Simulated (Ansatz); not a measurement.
Cell and atoms are relaxed with the symmetry kept. Start:

```
CELL_PARAMETERS angstrom
4.69760 0.00000 0.00000
0.00000 4.69760 0.00000
0.00000 0.00000 3.09307
ATOMIC_POSITIONS crystal
Mg 0.00000 0.00000 0.00000
Mg 0.50000 0.50000 0.50000
F 0.30356 0.30356 0.00000
F 0.19644 0.80356 0.50000
F 0.69644 0.69644 0.00000
F 0.80356 0.19644 0.50000
```

Method: Ansatz 0.2.0, DFT PBE+D3(BJ), scalar-relativistic, plane waves, PAW.

Plane waves to 420 eV, a k mesh through Γ of 6×6×8 on the computed 6-atom cell and Gaussian smearing (0.02 eV); no spin polarisation.

**Question.** What does it relax to?

**Answer.** The volume falls by 0.25 Å³/atom to 11.13 Å³/atom, and the energy falls by 1.6 meV/atom. Final structure:
```xyz
6
Lattice="4.6585 0.0000 0.0000 0.0000 4.6585 0.0000 0.0000 0.0000 3.0760" Properties=species:S:1:pos:R:3 pbc="T T T"
Mg    0.0000    0.0000    0.0000
Mg    2.3293    2.3293    1.5380
F     1.4121    1.4121    0.0000
F     0.9172    3.7414    1.5380
F     3.2464    3.2464    0.0000
F     3.7414    0.9172    1.5380
```

Cost: 1 run of about 0.55 core-minutes, on Arm Neoverse V1 (shared hosts).